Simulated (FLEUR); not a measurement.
# Ni (Fm-3m) in FLEUR: notebook

The runs below take Ni through single point, with PBEsol.

Program: FLEUR MaX-R8.1 (later development tree). These are calculated values, not measurements. Logs are shortened: lines on timing, memory, paths and dates and some standing lists are left out, and cuts for length are marked.

## 1. The crystal as given

Symmetry: Fm-3m, No. 225, cubic system. Conventional cell: a = 3.475 Å, b = 3.475 Å, c = 3.475 Å, α = 90.00°, β = 90.00°, γ = 90.00°. Around Ni (site symmetry m-3m) lie 12 Ni at 2.46 Å.

## 2. Single point, PBEsol, collinear spin, ferromagnetic start

inp.xml reads:

```xml
<?xml version="1.0" encoding="UTF-8" standalone="no"?>
<fleurInput fleurInputVersion="0.39">
   <comment>
      Ni                                                                                                  
   </comment>
   <calculationSetup>
      <cutoffs Kmax="4.64" Gmax="14.4" GmaxXC="14.4" numbands="0"/>
      <scfLoop itmax="60" minDistance="0.00001" maxIterBroyd="15" imix="Anderson" alpha="0.05" precondParam="0.0" spinf="2.0" sdNocoIR="T"/>
      <coreElectrons ctail="T" frcor="F" kcrel="0" coretail_lmax="0"/>
      <xcFunctional name="PBEs" relativisticCorrections="F"/>
      <magnetism jspins="2"/>
      <soc l_soc="F" theta="0.0" phi="0.0" spav="F"/>
      <expertModes spex="0" secvar="F"/>
      <geometryOptimization l_f="T" forcealpha="1.0" forcemix="BFGS" epsdisp="0.0005" epsforce="0.0002"/>
      <ldaU l_linMix="F" mixParam="0.05" spinf="1.0"/>
   </calculationSetup>
   <cell>
      <bzIntegration valenceElectrons="18.0" mode="hist" fermiSmearingEnergy="0.00183747">
         <kPointListSelection listName="default-1"/>
         <!-- k-points included here -->
         <xi:include xmlns:xi="http://www.w3.org/2001/XInclude" href="kpts.xml"> </xi:include>
      </bzIntegration>
      <!-- symmetry operations included here -->
      <xi:include xmlns:xi="http://www.w3.org/2001/XInclude" href="sym.xml"> </xi:include>
      <bulkLattice scale="1.0">
         <bravaisMatrix>
            <row-1>    0.0000000000000000     3.2835369648879453     3.2835369648879453</row-1>
            <row-2>    3.2835369648879453     0.0000000000000000     3.2835369648879453</row-2>
            <row-3>    3.2835369648879453     3.2835369648879453     0.0000000000000000</row-3>
         </bravaisMatrix>
      </bulkLattice>
   </cell>
   <atomSpecies>
      <species name="Nickel (Ni1.000" element="Ni" atomicNumber="28">
         <mtSphere radius="2.11" gridPoints="711" logIncrement="0.017"/>
         <atomicCutoffs lmax="9" lnonsphr="9"/>
         <electronConfig flipSpins="F">
            <coreConfig>(1s1/2) (2s1/2) (2p1/2) (2p3/2)</coreConfig>
            <valenceConfig>(3s1/2) (3p1/2) (3p3/2) (4s1/2) (3d3/2) (3d5/2)</valenceConfig>
            <stateOccupation state="(3d3/2)" spinUp="1.6" spinDown="1.6"/>
            <stateOccupation state="(3d5/2)" spinUp="2.9" spinDown="1.9"/>
         </electronConfig>
         <energyParameters s="4" p="4" d="3" f="4"/>
         <lo type="SCLO" l="0" n="3" eDeriv="0"/>
         <lo type="SCLO" l="1" n="3" eDeriv="0"/>
         <lo type="SCLO" l="1" n="3" eDeriv="1"/>
         <lo type="SCLO" l="2" n="3" eDeriv="2"/>
         <lo type="SCLO" l="3" n="4" eDeriv="2"/>
      </species>
   </atomSpecies>
   <atomGroups>
      <atomGroup species="Nickel (Ni1.000">
         <relPos label="                   1">.0000000000 .0000000000 .0000000000</relPos>
         <force calculate="T" relaxXYZ="TTT"/>
      </atomGroup>
   </atomGroups>
   <output dos="F" band="F" slice="F">
      <checks vchk="F" cdinf="F"/>
      <bandDOS minEnergy="-.5*Htr" maxEnergy="0.5*Htr" sigma="0.015" storeEVData="T"/>
      <vacuumDOS vacdos="F" integ="F" star="F" nstars="0" locx1="0.0" locy1="0.0" locx2="0.0" locy2="0.0" nstm="0" tworkf="0.0"/>
      <unfoldingBand unfoldBand="F" supercellX="1" supercellY="1" supercellZ="1"/>
      <plotting iplot="0" polar="F">
         <plot TwoD="T" vec1="  1.0  0.0  0.0" vec2="  0.0  1.0  0.0" vec3="  0.0  0.0  1.0" zero="  0.0  0.0  0.0" file="plot"/>
      </plotting>
      <chargeDensitySlicing numkpt="0" minEigenval="0.0" maxEigenval="0.0" nnne="0" pallst="F"/>
      <specialOutput eonly="F"/>
      <moessbauerParams electricFieldGradient="T" isomerShift="T" coreHyperfine="T" valenceHyperfine="T"/>
      <magneticCircularDichroism mcd="F" energyLo="-10.0" energyUp="0.0"/>
   </output>
  <!-- We include the file relax.xml here to enable relaxations (see documentation) -->
  <xi:include xmlns:xi="http://www.w3.org/2001/XInclude" href="relax.xml"> <xi:fallback/> </xi:include>
</fleurInput>
```

crystal.txt reads:

```
Ni
&input cartesian=F /
0.0000000000  1.7375729330  1.7375729330
1.7375729330  0.0000000000  1.7375729330
1.7375729330  1.7375729330  0.0000000000
1.8897261246
1.0 1.0 1.0

1
28 0.0000000000  0.0000000000  0.0000000000 : 1.000

&kpt div1=13 div2=13 div3=13 gamma=T /
```

Potentials or basis: all-electron, FLAPW.

The run is started by

```sh
$ inpgen -f crystal.txt -profile fastHighL
$ # inp.xml edited to the form shown
$ fleur_MPI
```

The log of the run:

```text
Welcome to FLEUR        (www.flapw.de)
      MaX-Release 8.1          (www.max-centre.eu)

 ========== k-point set info ==========
 Selected k-point list: default-1
 k-point list type: mesh
 13 x 13 x 13
 Number of k points: 84

 ------------Calculation Setup---------------------------
 Number of MPI-tasks      :            1
 Number of PE/node        :            1
 Number of OMP-threads    :            1
 Most efficient MPI parallelization for:
           1           2           3           4           6           7          12          14          21          28          42          84
 Additional eigenvalue parallelization possible
 Number of basis functions:          162
 Approximate size of matrices (H+S) per k-point:         0.000 GB
 --------------------------------------------------------
 Iteration:     1   Distance:      10.66974332 me/bohr^3
 Iteration:     2   Distance:      10.22242157 me/bohr^3
 Iteration:     3   Distance:       4.13856876 me/bohr^3
 Iteration:     4   Distance:       1.52802568 me/bohr^3
 Iteration:     5   Distance:       1.24383680 me/bohr^3
 Iteration:     6   Distance:       0.36463451 me/bohr^3
 Iteration:     7   Distance:       0.34457117 me/bohr^3
 Iteration:     8   Distance:       0.01886208 me/bohr^3
 Iteration:     9   Distance:       0.04286050 me/bohr^3
 Iteration:    10   Distance:       0.00773820 me/bohr^3
 Iteration:    11   Distance:       0.00373649 me/bohr^3
 Iteration:    12   Distance:       0.00281260 me/bohr^3
 Iteration:    13   Distance:       0.00012569 me/bohr^3
 Iteration:    14   Distance:       0.00006554 me/bohr^3
 Iteration:    15   Distance:       0.00001562 me/bohr^3
 Iteration:    16   Distance:       0.00001506 me/bohr^3
 Iteration:    17   Distance:       0.00000711 me/bohr^3

 ********************************************************************
 Run finished successfully
 Stop message:
   Structural relaxation: Done
 ********************************************************************
```

Wall time 61 s (1 thread of Arm Neoverse V2, shared host); peak memory 0.06 GiB.

What came out:

| Quantity | Value |
| --- | --- |
| Free energy | -41349.2870 eV |
| Band gap on the k mesh | none (metal or under the smearing width) |
| Net moment | 0.63 μB per cell |
| Site moments | Ni +0.67 μB |
| Valence electrons inside the program's atomic spheres | Ni 16.67 (radii Ni 2.11 bohr) |

Core levels (eV from the Fermi level):
```tsv
atom	levels
1 Ni	1s1/2 -8194.8, 2s1/2 -973.0, 2p1/2 -848.0, 2p3/2 -830.5
```

## 3. Single point, PBEsol, collinear spin, ferromagnetic start (cell strained at random at fixed volume)

inp.xml: that of step 2 with these lines changed.

```diff
@@ -26,5 +26,5 @@
          <bravaisMatrix>
-            <row-1>    0.0000000000000000     3.2835369648879453     3.2835369648879453</row-1>
-            <row-2>    3.2835369648879453     0.0000000000000000     3.2835369648879453</row-2>
-            <row-3>    3.2835369648879453     3.2835369648879453     0.0000000000000000</row-3>
+            <row-1>    0.0312749673621300     3.3207231221794742     3.3414874328365789</row-1>
+            <row-2>    3.2486621958701023     0.0308630070669672     3.3418993931317420</row-2>
+            <row-3>    3.2398863077474602     3.3123591943519948     0.0396388951896096</row-3>
          </bravaisMatrix>
@@ -34,3 +34,3 @@
       <species name="Nickel (Ni1.000" element="Ni" atomicNumber="28">
-         <mtSphere radius="2.11" gridPoints="711" logIncrement="0.017"/>
+         <mtSphere radius="2.11" gridPoints="705" logIncrement="0.017"/>
          <atomicCutoffs lmax="9" lnonsphr="9"/>
```

crystal.txt reads:

```
Ni
&input cartesian=F /
0.0165500000  1.7572510000  1.7682390000
1.7191180000  0.0163320000  1.7684570000
1.7144740000  1.7528250000  0.0209760000
1.8897261246
1.0 1.0 1.0

1
28 0.0065090000  0.0114400000  -0.0328950000 : 1.000

&kpt div1=13 div2=13 div3=13 gamma=T /
```

Potentials or basis: all-electron, FLAPW.

The run is started by

```sh
$ inpgen -f crystal.txt -profile fastHighL
$ # inp.xml edited to the form shown
$ fleur_MPI
```

The log of the run:

```text
Welcome to FLEUR        (www.flapw.de)
      MaX-Release 8.1          (www.max-centre.eu)

 ========== k-point set info ==========
 Selected k-point list: default-1
 k-point list type: mesh
 13 x 13 x 13
 Number of k points: 1099

 ------------Calculation Setup---------------------------
 Number of MPI-tasks      :            1
 Number of PE/node        :            1
 Number of OMP-threads    :            1
 Most efficient MPI parallelization for:
           1           7         157        1099
 Additional eigenvalue parallelization possible
 Number of basis functions:          164
 Approximate size of matrices (H+S) per k-point:         0.000 GB
 --------------------------------------------------------
 Iteration:     1   Distance:      10.60839877 me/bohr^3
 Iteration:     2   Distance:      10.16539422 me/bohr^3
 Iteration:     3   Distance:       4.12938455 me/bohr^3
 Iteration:     4   Distance:       1.39148144 me/bohr^3
 Iteration:     5   Distance:       1.56711180 me/bohr^3
 Iteration:     6   Distance:       0.29160348 me/bohr^3
 Iteration:     7   Distance:       0.27904562 me/bohr^3
 Iteration:     8   Distance:       0.03316386 me/bohr^3
 Iteration:     9   Distance:       0.02686298 me/bohr^3
 Iteration:    10   Distance:       0.01022712 me/bohr^3
 Iteration:    11   Distance:       0.00537924 me/bohr^3
 Iteration:    12   Distance:       0.00840853 me/bohr^3
 Iteration:    13   Distance:       0.00362924 me/bohr^3
 Iteration:    14   Distance:       0.00188668 me/bohr^3
 Iteration:    15   Distance:       0.00058366 me/bohr^3
 Iteration:    16   Distance:       0.00055801 me/bohr^3
 Iteration:    17   Distance:       0.00012767 me/bohr^3
 Iteration:    18   Distance:       0.00002438 me/bohr^3
 Iteration:    19   Distance:       0.00000698 me/bohr^3

 ********************************************************************
 Run finished successfully
 Stop message:
   Structural relaxation: Done
 ********************************************************************
```

out.xml (last iteration):

```text
<iteration numberForCurrentRun="   20" overallNumber="   20">
         <energyParameters units="Htr">
            <atomicEP atomType="1" spin="1" branch="4s" branchLowest="-3.40" branchHighest="2.22" value="0.2133626123"/>
            <atomicEP atomType="1" spin="1" branch="4p" branchLowest="-1.93" branchHighest="2.87" value="0.3517495936"/>
            <atomicEP atomType="1" spin="1" branch="3d" branchLowest="-9.99" branchHighest="0.45" value="0.3045412808"/>
[... 102 lines left out ...]
            <freeEnergy value="-1519.5581484822"/>
            <extrapolationTo0K value="-1519.5579135415"/>
         </totalEnergy>
         <totalForcesOnRepresentativeAtoms units="Htr/bohr">
            <forceTotal atomType="1" x="0.000000" y="0.000000" z="0.000000" F_x="0.00000000" F_y="0.00000000" F_z="0.00000000"/>
         </totalForcesOnRepresentativeAtoms>
      </iteration>
```

It took 24 min on 1 thread of Arm Neoverse V2, shared host; peak memory 0.12 GiB.

What came out:

```
Free energy                                           : -41349.2837 eV
Band gap on the k mesh                                : none (metal or under the smearing width)
Net moment                                            : 0.63 μB per cell
Site moments                                          : Ni +0.66 μB
Valence electrons inside the program's atomic spheres : Ni 16.67 (radii Ni 2.11 bohr)
```

Levels at points of the mesh, in eV from the Fermi level:
Spin up:
| k point | band 5 | band 6 | band 7 | band 8 | band 9 | band 10 | band 11 | band 12 | band 13 | band 14 |
| --- | --- | --- | --- | --- | --- | --- | --- | --- | --- | --- |
| (0.00, 0.00, 0.00) | -9.43 | -2.66 | -2.56 | -2.43 | -1.39 | -1.21 | 23.70 | 27.39 | 28.09 | 28.32 |
Spin down:
```csv
k point,band 5,band 6,band 7,band 8,band 9,band 10,band 11,band 12,band 13,band 14
"(0.00, 0.00, 0.00)",-9.44,-1.93,-1.83,-1.70,-0.77,-0.60,23.59,27.39,28.08,28.33
```

Core levels (eV from the Fermi level):
| atom | levels |
| --- | --- |
| 1 Ni | 1s1/2 -8194.8, 2s1/2 -973.0, 2p1/2 -848.0, 2p3/2 -830.5 |
